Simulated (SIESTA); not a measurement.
Crystal: NiO.

```
Ni O
1.0
     0.00000    2.08590    2.08590
     2.08590    0.00000    2.08590
     2.08590    2.08590    0.00000
Ni O
1 1
Direct
  0.00000 0.00000 0.00000
  0.50000 0.50000 0.50000
```

Base run:

* Program: SIESTA 5.4.2
* Functional: PBE
* Potentials or basis: PseudoDojo 0.4 standard (PBE files)
* Basis: TZDP (energy shift 0.002 Ry)
* Grid cutoff: 800 Ry
* Energy shift: 0.002 Ry
* k mesh: 11 × 11 × 11
* Occupations: fermi-dirac, width 0.05 eV
* Spin: collinear spin, ferromagnetic start
* Starting moments: [1.0, 0.0] μB

Its results: band gap on the k mesh none (metal or under the smearing width); pressure 5.7 GPa; net moment 1.76 μB per cell; site moments Ni +1.46; O +0.30 μB.

**Question.** The run is repeated on the same cell with these changes: potentials or basis from PseudoDojo 0.4 standard (PBE files) to SG15 1.2 (PBE files) or PseudoDojo by element; basis from TZDP (energy shift 0.002 Ry) to DZP (energy shift 0.002 Ry). What comes out?

**Answer.** Band gap on the k mesh none (metal or under the smearing width); pressure 5.0 GPa; net moment 1.40 μB per cell; site moments Ni +1.15; O +0.25 μB.

Caveats: semicore shells carry a single zeta, which can move pressures by several GPa and volumes by a few percent; the basis of atomic orbitals isn't converged, which shifts pressures, moduli and gaps; a cell with one magnetic atom can't hold antiferromagnetic order, which such compounds often take; semilocal functionals often make such compounds metallic where correlation or magnetic order opens a gap, which also shifts bond lengths.
